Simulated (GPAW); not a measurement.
Runs of GPAW 26.7.0 on SnO2 (Cassiterite). It takes space group P4_2/mnm (No. 136, tetragonal). The conventional cell has a = 4.738 Å, b = 4.738 Å, c = 3.187 Å, α = 90.00°, β = 90.00°, γ = 90.00°. Around Sn (site symmetry mmm) lie 6 O at 2.05 to 2.06 Å. Around O (site symmetry m2m) lie 3 Sn at 2.05 to 2.06 Å. 

```csv
task,level,potentials or basis,cell,k mesh,cutoff (eV),smearing,kernel,response ecut,maxiter,response k mesh,response bands,other keys,mesh quality,gap on the mesh (eV),pressure (GPa),relaxed volume (Å³/atom),largest force (eV/Å)
eps q,r2SCAN,"GPAW PAW data sets (gpaw-data 1.2.1), pw",as given,5 × 5 × 7,600,fermi-dirac 0.001 eV,ALDA,50 eV,150,4 × 4 × 6,86,-,not flagged,2.01,-,-,-
optical spectrum,PBE,"PAW data sets generated in the run's folder for this functional, pw",cell strained at random at fixed volume,4 × 4 × 6,550,fermi-dirac 0.001 eV,LR0.2,40 eV,150,4 × 4 × 5,122,-,coarse,1.36,-,-,-
relaxation of cell and atoms,SCAN+D3,"GPAW PAW data sets (gpaw-data 1.2.1), pw",relaxed,4 × 4 × 5,800,fermi-dirac 0.05 eV,-,-,150,-,-,-,coarse,(b),0.3,11.93,0.02
single point,TB-mBJ,"GPAW PAW data sets for LDA (gpaw-data 1.2.1), pw",as given,4 × 4 × 5,800,fermi-dirac 0.05 eV,-,-,150,-,-,-,coarse,3.16,-,-,-
eps q,PBE,"GPAW PAW data sets (gpaw-data 1.2.1), pw",as given,5 × 5 × 7,550,fermi-dirac 0.001 eV,RPA,60 eV,150,4 × 4 × 6,86,-,not flagged,1.29,-,-,-
energy-loss spectrum,PBE,"PAW data sets generated in the run's folder for this functional, pw",cell strained at random at fixed volume,4 × 4 × 6,550,fermi-dirac 0.001 eV,RPA,50 eV,150,3 × 3 × 4,146,-,coarse,1.36,-,-,-
single point,r2SCAN,"GPAW PAW data sets (gpaw-data 1.2.1), pw",as given,5 × 5 × 7,600,fermi-dirac 0.01 eV,-,-,150,-,-,-,not flagged,2.01,-2.7,-,(a)
relaxation of cell and atoms,BLYP+D4,"PAW data sets generated in the run's folder for this functional, pw",relaxed,4 × 4 × 5,800,fermi-dirac 0.05 eV,-,-,150,-,-,-,coarse,0.94,-0.1,12.31,-
dielectric tensor,PBE,"PAW data sets generated in the run's folder for this functional, pw",cell strained at random at fixed volume,4 × 4 × 6,550,fermi-dirac 0.05 eV,-,80 eV,50,5 × 5 × 7,86,"several, not listed",not flagged,1.36,-,-,-
```

Alike in all rows: no spin polarisation.

Estimate the missing entries.

(a) 0.39; (b) 1.92.

Caveats: some runs use coarse meshes; spin-orbit coupling is left out, which moves the levels of the heavy elements; the PAW data sets were made with another functional, which shifts forces and pressure a little (some runs); an odd mesh through Γ misses points on the zone boundary, where band edges often lie (some runs); the long-wavelength limit can be off by a per cent or two (some runs); later steps reuse the first step's grids (some runs); response on these states lacks terms of the Hamiltonian (some runs); with so narrow a direct gap the onset needs a denser k mesh (some runs).

A k mesh can miss the band edges, and the runs leave out spin-orbit coupling on Sn.
